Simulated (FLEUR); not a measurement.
Here is a FLEUR MaX-R8.1 (later development tree) calculation.

Contents of inp.xml:

```xml
<?xml version="1.0" encoding="UTF-8" standalone="no"?>
<fleurInput fleurInputVersion="0.39">
   <comment>
      Ru                                                                                                  
   </comment>
   <calculationSetup>
      <cutoffs Kmax="3.5" Gmax="17.5" GmaxXC="17.5" numbands="0"/>
      <scfLoop itmax="60" minDistance="0.00001" maxIterBroyd="15" imix="Anderson" alpha="0.05" precondParam="0.0" spinf="2.0" sdNocoIR="T"/>
      <coreElectrons ctail="T" frcor="F" kcrel="0" coretail_lmax="0"/>
      <xcFunctional name="pbe" relativisticCorrections="F"/>
      <magnetism jspins="1"/>
      <soc l_soc="F" theta="0.0" phi="0.0" spav="F"/>
      <expertModes spex="0" secvar="F"/>
      <geometryOptimization l_f="F" forcealpha="1.0" forcemix="BFGS" epsdisp="0.00001" epsforce="0.00001"/>
      <ldaU l_linMix="F" mixParam="0.05" spinf="1.0"/>
   </calculationSetup>
   <cell>
      <bzIntegration valenceElectrons="32.0" mode="hist" fermiSmearingEnergy="0.00183747">
         <kPointListSelection listName="default-1"/>
         <!-- k-points included here -->
         <xi:include xmlns:xi="http://www.w3.org/2001/XInclude" href="kpts.xml"> </xi:include>
      </bzIntegration>
      <!-- symmetry operations included here -->
      <xi:include xmlns:xi="http://www.w3.org/2001/XInclude" href="sym.xml"> </xi:include>
      <bulkLattice scale="1.0">
         <bravaisMatrix>
            <row-1>    5.1132209479426800     0.0000000000000000     0.0000000000000000</row-1>
            <row-2>   -2.5566104739713400     4.4281792361568231     0.0000000000000000</row-2>
            <row-3>    0.0000000000000000     0.0000000000000000     8.0916182929247409</row-3>
         </bravaisMatrix>
      </bulkLattice>
   </cell>
   <atomSpecies>
      <species name="Ruthenium (Ru)" element="Ru" atomicNumber="44">
         <mtSphere radius="2.32" gridPoints="767" logIncrement="0.017"/>
         <atomicCutoffs lmax="8" lnonsphr="6"/>
         <electronConfig flipSpins="F">
            <coreConfig>(1s1/2) (2s1/2) (2p1/2) (2p3/2) (3s1/2) (3p1/2) (3p3/2) (3d3/2) (3d5/2)</coreConfig>
            <valenceConfig>(4s1/2) (4p1/2) (4p3/2) (5s1/2) (4d3/2) (4d5/2)</valenceConfig>
            <stateOccupation state="(5s1/2)" spinUp="0.500000" spinDown="0.500000"/>
            <stateOccupation state="(4d3/2)" spinUp="1.400000" spinDown="1.400000"/>
            <stateOccupation state="(4d5/2)" spinUp="2.100000" spinDown="2.100000"/>
         </electronConfig>
         <energyParameters s="5" p="5" d="4" f="4"/>
         <lo type="SCLO" l="0" n="4" eDeriv="0"/>
         <lo type="SCLO" l="1" n="4" eDeriv="0"/>
         <lo type="SCLO" l="1" n="4" eDeriv="1"/>
         <lo type="SCLO" l="2" n="4" eDeriv="2"/>
         <lo type="SCLO" l="3" n="4" eDeriv="2"/>
      </species>
   </atomSpecies>
   <atomGroups>
      <atomGroup species="Ruthenium (Ru)">
         <relPos label="                   1">-1.000/3.000 1.000/3.000 -1.000/4.000</relPos>
         <relPos label="                   2">1.000/3.000 -1.000/3.000 1.000/4.000</relPos>
         <force calculate="T" relaxXYZ="TTT"/>
      </atomGroup>
   </atomGroups>
   <output dos="F" band="F" slice="F">
      <checks vchk="F" cdinf="F"/>
      <bandDOS minEnergy="-.5*Htr" maxEnergy="0.5*Htr" sigma="0.015" storeEVData="T"/>
      <vacuumDOS vacdos="F" integ="F" star="F" nstars="0" locx1="0.0" locy1="0.0" locx2="0.0" locy2="0.0" nstm="0" tworkf="0.0"/>
      <unfoldingBand unfoldBand="F" supercellX="1" supercellY="1" supercellZ="1"/>
      <plotting iplot="0" polar="F">
         <plot TwoD="T" vec1="  1.0  0.0  0.0" vec2="  0.0  1.0  0.0" vec3="  0.0  0.0  1.0" zero="  0.0  0.0  0.0" file="plot"/>
      </plotting>
      <chargeDensitySlicing numkpt="0" minEigenval="0.0" maxEigenval="0.0" nnne="0" pallst="F"/>
      <specialOutput eonly="F"/>
      <moessbauerParams electricFieldGradient="T" isomerShift="T" coreHyperfine="T" valenceHyperfine="T"/>
      <magneticCircularDichroism mcd="F" energyLo="-10.0" energyUp="0.0"/>
   </output>
  <!-- We include the file relax.xml here to enable relaxations (see documentation) -->
  <xi:include xmlns:xi="http://www.w3.org/2001/XInclude" href="relax.xml"> <xi:fallback/> </xi:include>
</fleurInput>
```

File crystal.txt:

```
Ru
&input cartesian=F /
2.7058000000  0.0000000000  0.0000000000
-1.3529000000  2.3432915376  0.0000000000
0.0000000000  0.0000000000  4.2819000000
1.8897261246
1.0 1.0 1.0

2
44 0.6666666667  0.3333333333  0.7500000000
44 0.3333333333  0.6666666667  0.2500000000

&kpt div1=11 div2=11 div3=6 gamma=T /
```

The input inp.xml (bands):

```
<?xml version="1.0" encoding="UTF-8" standalone="no"?>
<fleurInput fleurInputVersion="0.39">
   <comment>
      Ru                                                                                                  
   </comment>
   <calculationSetup>
      <cutoffs Kmax="3.5" Gmax="17.5" GmaxXC="17.5" numbands="0"/>
      <scfLoop itmax="60" minDistance="0.00001" maxIterBroyd="15" imix="Anderson" alpha="0.05" precondParam="0.0" spinf="2.0" sdNocoIR="T"/>
      <coreElectrons ctail="T" frcor="F" kcrel="0" coretail_lmax="0"/>
      <xcFunctional name="pbe" relativisticCorrections="F"/>
      <magnetism jspins="1"/>
      <soc l_soc="F" theta="0.0" phi="0.0" spav="F"/>
      <expertModes spex="0" secvar="F"/>
      <geometryOptimization l_f="F" forcealpha="1.0" forcemix="BFGS" epsdisp="0.00001" epsforce="0.00001"/>
      <ldaU l_linMix="F" mixParam="0.05" spinf="1.0"/>
   </calculationSetup>
   <cell>
      <bzIntegration valenceElectrons="32.0" mode="hist" fermiSmearingEnergy="0.00183747">
         <kPointListSelection listName="path-1"/>
         <!-- k-points included here -->
         <xi:include xmlns:xi="http://www.w3.org/2001/XInclude" href="kpts.xml"> </xi:include>
      </bzIntegration>
      <!-- symmetry operations included here -->
      <xi:include xmlns:xi="http://www.w3.org/2001/XInclude" href="sym.xml"> </xi:include>
      <bulkLattice scale="1.0">
         <bravaisMatrix>
            <row-1>    5.1132209479426800     0.0000000000000000     0.0000000000000000</row-1>
            <row-2>   -2.5566104739713400     4.4281792361568231     0.0000000000000000</row-2>
            <row-3>    0.0000000000000000     0.0000000000000000     8.0916182929247409</row-3>
         </bravaisMatrix>
      </bulkLattice>
   </cell>
   <atomSpecies>
      <species name="Ruthenium (Ru)" element="Ru" atomicNumber="44">
         <mtSphere radius="2.32" gridPoints="767" logIncrement="0.017"/>
         <atomicCutoffs lmax="8" lnonsphr="6"/>
         <electronConfig flipSpins="F">
            <coreConfig>(1s1/2) (2s1/2) (2p1/2) (2p3/2) (3s1/2) (3p1/2) (3p3/2) (3d3/2) (3d5/2)</coreConfig>
            <valenceConfig>(4s1/2) (4p1/2) (4p3/2) (5s1/2) (4d3/2) (4d5/2)</valenceConfig>
            <stateOccupation state="(5s1/2)" spinUp="0.500000" spinDown="0.500000"/>
            <stateOccupation state="(4d3/2)" spinUp="1.400000" spinDown="1.400000"/>
            <stateOccupation state="(4d5/2)" spinUp="2.100000" spinDown="2.100000"/>
         </electronConfig>
         <energyParameters s="5" p="5" d="4" f="4"/>
         <lo type="SCLO" l="0" n="4" eDeriv="0"/>
         <lo type="SCLO" l="1" n="4" eDeriv="0"/>
         <lo type="SCLO" l="1" n="4" eDeriv="1"/>
         <lo type="SCLO" l="2" n="4" eDeriv="2"/>
         <lo type="SCLO" l="3" n="4" eDeriv="2"/>
      </species>
   </atomSpecies>
   <atomGroups>
      <atomGroup species="Ruthenium (Ru)">
         <relPos label="                   1">-1.000/3.000 1.000/3.000 -1.000/4.000</relPos>
         <relPos label="                   2">1.000/3.000 -1.000/3.000 1.000/4.000</relPos>
         <force calculate="T" relaxXYZ="TTT"/>
      </atomGroup>
   </atomGroups>
   <output dos="F" band="T" slice="F">
      <checks vchk="F" cdinf="F"/>
      <bandDOS minEnergy="-.5*Htr" maxEnergy="0.5*Htr" sigma="0.015" storeEVData="T"/>
      <vacuumDOS vacdos="F" integ="F" star="F" nstars="0" locx1="0.0" locy1="0.0" locx2="0.0" locy2="0.0" nstm="0" tworkf="0.0"/>
      <unfoldingBand unfoldBand="F" supercellX="1" supercellY="1" supercellZ="1"/>
      <plotting iplot="0" polar="F">
         <plot TwoD="T" vec1="  1.0  0.0  0.0" vec2="  0.0  1.0  0.0" vec3="  0.0  0.0  1.0" zero="  0.0  0.0  0.0" file="plot"/>
      </plotting>
      <chargeDensitySlicing numkpt="0" minEigenval="0.0" maxEigenval="0.0" nnne="0" pallst="F"/>
      <specialOutput eonly="F"/>
      <moessbauerParams electricFieldGradient="T" isomerShift="T" coreHyperfine="T" valenceHyperfine="T"/>
      <magneticCircularDichroism mcd="F" energyLo="-10.0" energyUp="0.0"/>
   </output>
  <!-- We include the file relax.xml here to enable relaxations (see documentation) -->
  <xi:include xmlns:xi="http://www.w3.org/2001/XInclude" href="relax.xml"> <xi:fallback/> </xi:include>
</fleurInput>
```

Potentials or basis: all-electron, FLAPW.

Command:

```console
$ inpgen -f crystal.txt -profile veryFastHighL
$ # inp.xml edited to the form shown
$ fleur_MPI
$ fleur_MPI   # second run, on inp.xml (bands)
```

Problem. What does it give for the band gap along the path?

Solution. None (metal or under the smearing width).

Core levels (eV from the Fermi level):
```csv
atom,levels
1 Ru,"1s1/2 -21922.9, 2s1/2 -3148.7, 2p1/2 -2909.1, 2p3/2 -2778.2, 3s1/2 -551.8, 3p1/2 -458.9, 3p3/2 -436.7, 3d3/2 -272.3, 3d5/2 -268.0"
2 Ru,"1s1/2 -21922.9, 2s1/2 -3148.7, 2p1/2 -2909.1, 2p3/2 -2778.2, 3s1/2 -551.8, 3p1/2 -458.9, 3p3/2 -436.7, 3d3/2 -272.3, 3d5/2 -268.0"
```
